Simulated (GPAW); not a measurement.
## HgS (Cinnabar): one start, several treatments of the self-energy

Aim: compare treatments of exchange, screening and correlation for the gap of HgS (Cinnabar).

Method: PBE and many-body steps on it, plane waves, in GPAW 26.7.0.

**1. Set-up**

The structure is trigonal, space group P3_221 (No. 154). The conventional cell has a = 4.145 Å, b = 4.145 Å, c = 9.496 Å, α = 90.00°, β = 90.00°, γ = 120.00°. Nearest to Hg lie 2 S at 2.37 Å. S has 2 Hg at 2.37 Å nearest. Farther neighbours and most contacts between anions are not listed.

As a file:

```cif
data_structure
_symmetry_space_group_name_H-M 'P3_221'
_symmetry_Int_Tables_number 154
_cell_length_a 4.1450
_cell_length_b 4.1450
_cell_length_c 9.4960
_cell_angle_alpha 90.000
_cell_angle_beta 90.000
_cell_angle_gamma 120.000
_cell_volume 141.29
loop_
_atom_site_label
_atom_site_type_symbol
_atom_site_symmetry_multiplicity
_atom_site_Wyckoff_symbol
_atom_site_fract_x
_atom_site_fract_y
_atom_site_fract_z
_atom_site_occupancy
Hg1 Hg 3 a 0.71980 0.00000 0.66667 1
S1 S 3 b 0.48890 0.00000 0.16667 1
```

The cell and positions come from the Crystallography Open Database and are kept as given unless a step says otherwise. Spin-orbit coupling is left out unless a step names it.

**2. Empty states on the mesh, 3×3×2 mesh, 123 bands**

This step: GPAW 26.7.0; DFT, PBE, plane waves, PAW.

The sums over transitions need many empty states on a uniform mesh; this step solves for them.

run.py reads:

```python
import json
import numpy as np
from gpaw.mpi import world
from gpaw import GPAW

calc = GPAW('gs.gpw').fixed_density(kpts={'size': (3, 3, 2), 'gamma': True},
    nbands=143,
    convergence={'bands': 123},
    txt='nscf.txt')
calc.write('full.gpw', mode='all')
res = {}
kpts = calc.get_ibz_k_points()
res['kpts'] = kpts
res['eigenvalues'] = [calc.get_eigenvalues(kpt=k) for k in range(len(kpts))]
res['n_electrons'] = calc.get_number_of_electrons()

if world.rank == 0:
    with open('result.json', 'w') as f:
        json.dump(res, f, default=lambda x: x.tolist())
```

Run with:

```console
mpirun -n 4 gpaw python run.py
```

Numbers of over 12 decimals in the logs are rounded to 6 here.

The log of the run:

```text
Diagonalizing LCAO Hamiltonian
Converting LCAO to pw mode
convergence criteria:
- Maximum integral of absolute [eigenst]ate change: 4e-08 eV^2 / valence electron
maximum number of iterations: 100

SCF iterations
|iter     |     time |      energy | eigst |  dens |
|iter:   1|  |             | +3.53 |       |
|iter:   2|  |             | +2.26 |       |
|iter:   3|  |             | +1.15 |       |
[...]
|iter:  12|  |             | -6.75 |       |
|iter:  13|  |             | -7.33 |       |
|iter:  14|  |             | -7.78c|       |
SCF steps: 14
  __  _  _
 | _ |_)|_||  |
 |__||  | ||/\| - 26.7.0

Input parameters:
  mode=PW(ecut=450.000000),
  convergence={'bands': 123},
  gpts=array([21, 21, 48]),
  kpts=MonkhorstPack(size=(3, 3, 2), gamma=True),
  maxiter=100,
  nbands=143,
  occupations=Occupations(name='fermi-dirac', width=0.001, fixmagmom=False),
  parallel={},
  xc=XC(name='PBE')
# Writing to full.gpw (mode='all')
  [... matrices ...]

timing:  # [seconds]
  Total: 0.040  # ━━━━━━━━━━━━━━━━━━━━━━━━━━━━━━━━━━━━━━━━━━━━━━━━━━━━━━━━━━━
```

Elapsed: 31 s, on 4 MPI ranks of Arm Neoverse V1, shared host; peak memory 0.92 GiB.

This step gave:

| Item | Value |
| --- | --- |
| gap | 1.470 eV |
| k of the valence top | 0, 0, 0 |
| k of the conduction bottom | 0, 0, 0 |
| least direct gap | 1.470 eV |
| k points computed | 8 |
| lowest point of the top converged band, above the valence top | 36.53 eV |

On this mesh the gap is 1.470 eV.

**3. G0W0, Godby-Needs plasmon pole**

Now the one-shot GW correction: screening in the RPA, then the self-energy of the levels asked for.

This step: G0W0 on PBE, plane waves, PAW.

run.py reads:

```python
import json
import numpy as np
from gpaw.mpi import world
from gpaw.response.g0w0 import G0W0

gw = G0W0('full.gpw',
    filename='gw',
    kpts=[0],
    bands=(34, 38),
    ecut=50,
    nbands=113,
    integrate_gamma='WS',
    ppa=True)
gw.calculate()
res = {mode: {k: v for k, v in r.items() if k != 'sigma_eskwn'}
       for mode, r in gw.all_results.items()}

if world.rank == 0:
    with open('result.json', 'w') as f:
        json.dump(res, f, default=lambda x: x.tolist())
```

Run with:

```console
mpirun -n 4 gpaw python run.py
```

The log of the run:

```text
Using integrator: PointIntegrator
FrequencyGridDescriptor(from 0.000+0.000j to 0.000+27.211j eV, 2 points)
Nonperiodic BCs:  [False False False]
Using integrator: PointIntegrator
FrequencyGridDescriptor(from 0.000+0.000j to 0.000+27.211j eV, 2 points)
Nonperiodic BCs:  [False False False]
  ___  _ _ _
 |   || | | |
 | | || | | |
 |__ ||_____|
 |___|

BZ k-points: Symmetries present (total): 2

  [... matrices ...]
18 k-points: 3 x 3 x 2 Monkhorst-Pack grid + [0.000000,0.000000,1/4]
8 k-points in the irreducible part of the Brillouin zone
       k-points in crystal coordinates                weights
   0:     0.00000000    0.00000000    0.00000000          1/18
   1:     0.00000000    0.00000000    0.50000000          1/18
   2:     0.33333333   -0.33333333    0.00000000          2/18
   3:     0.33333333   -0.33333333    0.50000000          2/18
   4:     0.33333333    0.00000000    0.00000000          4/18
   5:     0.33333333    0.00000000    0.50000000          4/18
   6:     0.33333333    0.33333333    0.00000000          2/18
   7:     0.33333333    0.33333333    0.50000000          2/18

Distributing spins, k-points and bands (1 x 1 x 4) over 4 processes
Number of blocks: 1

Quasi particle states:
k-points (IBZ indices): [0]
Band range: (34, 38)
  [... matrices ...]
Computational parameters:
Plane wave cut-off: 50 eV
Number of bands: 113
Coulomb cutoff: None
Broadening: 0.1 eV

fxc modes: GW
Kernel: RPA
Using Godby-Needs plasmon-pole approximation:
  Fitting energy: i*E0, E0 = 1.000 Hartree
Summing all q:

Calculating screened Coulomb potential
No Coulomb truncation
FrequencyGridDescriptor(from 0.000+0.000j to 0.000+27.211j eV, 2 points)
Removing empty qpoint cache files...

Calculating chi0 body with:
    Ground state adapter containing:
    Number of spins: 1
    Number of kpoints: 18
    Number of irreducible kpoints: 8
    Number of completely occupied states: 36
    Number of partially occupied states: 36
    Occupied states memory: 11.6279296875 M / cpu

    Linear response parametrization:
    q_c: [0.0, 0.0, 0.0]
    Number of frequency points: 2
    Planewave cutoff: 50.0
    Number of bands: 113
    Number of planewaves: 113
    Broadening (eta): 1e-06
    comm.size: 4
    kncomm.size: 4
    blockcomm.size: 1

    Memory estimate of potentially large arrays:
        chi0_wGG: 0.389679 M / cpu
Integrating chi0 body.

Symmetries of q_c:
    Direct symmetries (Uq -> q): 2
    Indirect symmetries (TUq -> q): 2
In total 4 allowed symmetries.

  [... matrices ...]
8 groups of equivalent kpoints. 55.555556% reduction.

Integral kind: response function
Integrating chi0 head and wings.

Symmetries of q_c:
    Direct symmetries (Uq -> q): 2
    Indirect symmetries (TUq -> q): 2
In total 4 allowed symmetries.

  [... matrices ...]
8 groups of equivalent kpoints. 55.555556% reduction.

Integral kind: response function wings

Calculating chi0 body with:
    Ground state adapter containing:
    Number of spins: 1
    Number of kpoints: 18
    Number of irreducible kpoints: 8
    Number of completely occupied states: 36
    Number of partially occupied states: 36
    Occupied states memory: 11.6279296875 M / cpu

[... the further q-points ...]

Results:
f:      Occupation numbers
eps:     KS-eigenvalues [eV]
vxc:     KS vxc [eV]
exx:     Exact exchange [eV]
sigma:   Self-energies [eV]
dsigma:  Self-energy derivatives
Z:       Renormalization factors
qp:      QP-energies [eV]

k-point 0 (0): (0.000, 0.000, 0.000)                GW
band       f     eps     vxc     exx   sigma  dsigma       Z      qp
                                                                   GW
  34   1.000   4.734 -17.884 -20.786   2.887  -0.274   0.785   4.723
  35   1.000   4.734 -17.884 -20.786   2.887  -0.274   0.785   4.723
  36   0.000   6.205 -18.389 -15.208  -2.154  -0.244   0.804   7.030
  37   0.000   8.138 -13.668  -9.554  -3.251  -0.231   0.812   8.838
```

Elapsed: 36 s, on 4 MPI ranks; peak memory 1.3 GiB.

This step gave:

* G0W0 gap on the points computed: 2.307 eV
* least direct G0W0 gap on the computed points: 2.307 eV
* Z at the valence top: 0.7847
* Z at the conduction bottom: 0.8037
* starting gap on the mesh: 1.470 eV
* k of the valence top: 0, 0, 0
* k of the conduction bottom: 0, 0, 0

The gap on the mesh goes from 1.47 eV to 2.31 eV, a correction of +0.84 eV.

**4. G0W0, full frequency, Hilbert transform**

Edit run.py of step 3 so:

```diff
@@ -12,3 +12,5 @@
     integrate_gamma='WS',
-    ppa=True)
+    frequencies={'type': 'nonlinear', 'domega0': 0.1, 'omega2': 15.0},
+    eta=0.1,
+    nblocksmax=True)
 gw.calculate()
```

Run with:

```console
mpirun -n 4 gpaw python run.py
```

The log of the run:

```text
Using integrator: PointIntegrator
NonLinearFrequencyDescriptor(from 0.000 to 98.798 eV, 266 points)
Nonperiodic BCs:  [False False False]
Using integrator: PointIntegrator
NonLinearFrequencyDescriptor(from 0.000 to 98.798 eV, 266 points)
Nonperiodic BCs:  [False False False]
  ___  _ _ _
 |   || | | |
 | | || | | |
 |__ ||_____|
 |___|

BZ k-points: Symmetries present (total): 2

  [... matrices ...]
18 k-points: 3 x 3 x 2 Monkhorst-Pack grid + [0.000000,0.000000,1/4]
8 k-points in the irreducible part of the Brillouin zone
       k-points in crystal coordinates                weights
   0:     0.00000000    0.00000000    0.00000000          1/18
   1:     0.00000000    0.00000000    0.50000000          1/18
   2:     0.33333333   -0.33333333    0.00000000          2/18
[...]
6:     0.33333333    0.33333333    0.00000000          2/18
   7:     0.33333333    0.33333333    0.50000000          2/18

Distributing spins, k-points and bands (1 x 1 x 4) over 1 process
Number of blocks: 4

Quasi particle states:
k-points (IBZ indices): [0]
Band range: (34, 38)
  [... matrices ...]
Computational parameters:
Plane wave cut-off: 50 eV
Number of bands: 113
Coulomb cutoff: None
Broadening: 0.1 eV

fxc modes: GW
Kernel: RPA
Using full-frequency real axis integration
Summing all q:

Calculating screened Coulomb potential
No Coulomb truncation
NonLinearFrequencyDescriptor(from 0.000 to 98.798 eV, 266 points)
Removing empty qpoint cache files...

Calculating chi0 body with:
    Ground state adapter containing:
    Number of spins: 1
    Number of kpoints: 18
    Number of irreducible kpoints: 8
    Number of completely occupied states: 36
    Number of partially occupied states: 36
    Occupied states memory: 11.6279296875 M / cpu

    Linear response parametrization:
    q_c: [0.0, 0.0, 0.0]
    Number of frequency points: 266
    Planewave cutoff: 50.0
    Number of bands: 113
    Number of planewaves: 113
    Broadening (eta): 0.1
    comm.size: 4
    kncomm.size: 1
    blockcomm.size: 4

    Memory estimate of potentially large arrays:
        chi0_wGG: 12.956825 M / cpu
Integrating chi0 body.

Symmetries of q_c:
    Direct symmetries (Uq -> q): 2
    Indirect symmetries (TUq -> q): 2
In total 4 allowed symmetries.

  [... matrices ...]
8 groups of equivalent kpoints. 55.555556% reduction.

Integral kind: spectral function
Integrating chi0 head and wings.

Symmetries of q_c:
    Direct symmetries (Uq -> q): 2
    Indirect symmetries (TUq -> q): 2
In total 4 allowed symmetries.

  [... matrices ...]
8 groups of equivalent kpoints. 55.555556% reduction.

Integral kind: spectral function wings

Calculating chi0 body with:
    Ground state adapter containing:
    Number of spins: 1
    Number of kpoints: 18
    Number of irreducible kpoints: 8
    Number of completely occupied states: 36
    Number of partially occupied states: 36
    Occupied states memory: 11.6279296875 M / cpu

[... the further q-points ...]

Results:
f:      Occupation numbers
eps:     KS-eigenvalues [eV]
vxc:     KS vxc [eV]
exx:     Exact exchange [eV]
sigma:   Self-energies [eV]
dsigma:  Self-energy derivatives
Z:       Renormalization factors
qp:      QP-energies [eV]

k-point 0 (0): (0.000, 0.000, 0.000)                GW
band       f     eps     vxc     exx   sigma  dsigma       Z      qp
                                                                   GW
  34   1.000   4.734 -17.884 -20.786   2.901  -0.330   0.752   4.734
  35   1.000   4.734 -17.884 -20.786   2.902  -0.330   0.752   4.734
  36   0.000   6.205 -18.389 -15.208  -2.135  -0.284   0.779   7.019
  37   0.000   8.138 -13.668  -9.554  -3.224  -0.284   0.779   8.831
```

The job ended after 58 s (4 MPI ranks; peak memory 1.4 GiB; 3.8 min of CPU time).

This step gave:

- G0W0 gap on the points computed: 2.285 eV
- least direct G0W0 gap on the computed points: 2.285 eV
- Z at the valence top: 0.7519
- Z at the conduction bottom: 0.7785
- starting gap on the mesh: 1.470 eV
- k of the valence top: 0, 0, 0
- k of the conduction bottom: 0, 0, 0

Against G0W0 in GPAW (3×3×2 mesh, 113 bands, screening to 50 eV, Godby-Needs plasmon pole), the gap moves by −0.023 eV.

**5. G0W0, multipole**

Edit run.py of step 4 so:

```diff
@@ -12,5 +12,3 @@
     integrate_gamma='WS',
-    frequencies={'type': 'nonlinear', 'domega0': 0.1, 'omega2': 15.0},
-    eta=0.1,
-    nblocksmax=True)
+    mpa={'npoles': 4, 'wrange': [0, 40], 'varpi': 20.0, 'eta0': 0.01, 'eta_rest': 1.0, 'alpha': 1})
 gw.calculate()
```

Run with:

```console
mpirun -n 4 gpaw python run.py
```

The log of the run:

```text
Using integrator: PointIntegrator
FrequencyGridDescriptor(from 0.000+0.010j to 40.000+20.000j eV, 8 points)
Nonperiodic BCs:  [False False False]
Using integrator: PointIntegrator
FrequencyGridDescriptor(from 0.000+0.010j to 40.000+20.000j eV, 8 points)
Nonperiodic BCs:  [False False False]
  ___  _ _ _
 |   || | | |
 | | || | | |
 |__ ||_____|
 |___|

BZ k-points: Symmetries present (total): 2

  [... matrices ...]
18 k-points: 3 x 3 x 2 Monkhorst-Pack grid + [0.000000,0.000000,1/4]
8 k-points in the irreducible part of the Brillouin zone
[...]
Results:
f:      Occupation numbers
eps:     KS-eigenvalues [eV]
vxc:     KS vxc [eV]
exx:     Exact exchange [eV]
sigma:   Self-energies [eV]
dsigma:  Self-energy derivatives
Z:       Renormalization factors
qp:      QP-energies [eV]

k-point 0 (0): (0.000, 0.000, 0.000)                GW
band       f     eps     vxc     exx   sigma  dsigma       Z      qp
                                                                   GW
  34   1.000   4.734 -17.884 -20.786   2.906  -0.325   0.755   4.738
  35   1.000   4.734 -17.884 -20.786   2.906  -0.325   0.755   4.738
  36   0.000   6.205 -18.389 -15.208  -2.136  -0.279   0.782   7.022
  37   0.000   8.138 -13.668  -9.554  -3.223  -0.269   0.788   8.840
```

Wall time 43 s (4 MPI ranks); peak memory 1.4 GiB.

Numbers from this step:

```
G0W0 gap on the points computed              : 2.284 eV
least direct G0W0 gap on the computed points : 2.284 eV
starting gap on the mesh                     : 1.470 eV
k of the valence top                         : 0, 0, 0
k of the conduction bottom                   : 0, 0, 0
```

Against G0W0 in GPAW (3×3×2 mesh, 113 bands, screening to 50 eV, Godby-Needs plasmon pole), the gap moves by −0.023 eV.

**6. Side by side**

Times are wall times on 4 MPI ranks of Arm Neoverse V1, shared host, good to a factor of about two.

```csv
run,mesh,bands,screening cutoff (eV),DFT gap (eV),gap on the mesh (eV),direct (eV),time
"G0W0, Godby-Needs plasmon pole",3×3×2,113,50,1.470,2.307,2.307,36 s
"G0W0, full frequency, Hilbert transform",3×3×2,113,50,1.470,2.285,2.285,58 s
"G0W0, multipole",3×3×2,113,50,1.470,2.284,2.284,43 s
```

**7. What came out**

```json
{
 "G0W0, Godby-Needs plasmon pole": "2.307 eV",
 "G0W0, full frequency, Hilbert transform": "2.285 eV",
 "G0W0, multipole": "2.284 eV",
 "known limits": "not at the basis limit; no spin-orbit coupling; coarse k mesh"
}
```

G0W0, full frequency, Hilbert transform: −0.023 eV against G0W0, Godby-Needs plasmon pole. G0W0, multipole: −0.023 eV against G0W0, Godby-Needs plasmon pole. Bands and cutoff are finite, so the gap is not at the basis limit. The miss can reach some tenths of an eV and take either sign; the mesh is an error of its own. These stock PAW sets were not made for GW. In the G0W0 runs levels were corrected at 1 k point alone, so a gap called «on the mesh» is the least over those, and an edge elsewhere would be missed. The 3×3×2 mesh is coarse for this cell, which bears on the long-range parts of exchange and screening. The many-body steps are scalar-relativistic: spin-orbit coupling is not in them.

[Paths, hosts, dates, memory and timing lines, banners, echoed tables and standing remarks are left out of the program output.]

[Logs are printed without paths, hosts, clocks, repeated set-up lines and the standing remarks that a program may print on its own settings, such as how far it seeks lower states.]

[Runs of the session that timed out or met a known fault of the program may be left out.]

[Hosts, paths, dates, database ids (printed as entryN), source tags and the programs' standing remarks are cut or masked in the printed files.]
